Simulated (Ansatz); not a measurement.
Here is an Ansatz 0.2.0 calculation.

Contents of input.yaml:

```yaml
crystal:
  lattice:
    - [0.0, 2.454822, 2.454822]
    - [2.454822, 0.0, 2.454822]
    - [2.454822, 2.454822, 0.0]
  atoms:
    - { symbol: Hf, position: [0.0, 0.0, 0.0] }
    - { symbol: "N", position: [0.25, 0.25, 0.25] }
hamiltonian:
  xc: pbesol
  pseudopotentials: { kind: paw }
kpoints:
  mp_grid: { grid: [9, 9, 9] }
scf:
  occupations: { method: fermi_dirac, width: 0.05 }
output:
  forces: true
  stress: true
  eigenvalues: true
relax:
  f_tol: 0.01
  max_steps: 40
  cell: { stress_tol: 0.05, p_target: 2.0 }
```

Potentials or basis: Ansatz PAW.

Run with:

```bash
$ ansatz run input.yaml --threads 2 --pin off --max-ram 5632MiB --backend cpu --events-out ev --progress --plain --runs-dir out
```

(1) Estimate the band gap on the k mesh.

(2) What does it give for the relaxed cell?

## Answers

(1) none (metal or under the smearing width).

(2) a = 3.430 Å, b = 3.430 Å, c = 3.430 Å, α = 60.00°, β = 60.00°, γ = 60.00°.
